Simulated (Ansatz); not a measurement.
Crystal: MgS (Niningerite).

```
S Mg
1.0
     0.00000    2.60165    2.60165
     2.60165    0.00000    2.60165
     2.60165    2.60165    0.00000
S Mg
1 1
Direct
  0.50000 0.50000 0.50000
  0.00000 0.00000 0.00000
```

Base run:

| Item | Value |
| --- | --- |
| Program | Ansatz 0.2.0 |
| Functional | PBE |
| Potentials or basis | all-electron PAW datasets made for the crystal |
| Cutoff | 200 eV (chosen from the basis error) |
| k mesh | 6 × 6 × 6 |
| Occupations | fermi-dirac, width 0.05 eV |
| Spin | no spin polarisation |

Its results: band gap on the k mesh 2.78 eV, indirect (least direct gap 3.72 eV); pressure 1.2 GPa.

Q: The run is repeated on the same cell with these changes: functional from PBE to HSE06; cutoff from 200 eV (chosen from the basis error) to 220 eV (chosen from the basis error). What comes out?

A: Band gap on the k mesh 3.80 eV, indirect (least direct gap 4.82 eV); pressure -0.4 GPa.

HSE06 gives the wider gap, since exact exchange removes part of the self-interaction.

A k mesh can miss the band edges.

The runs don't all hold the same shells in valence.
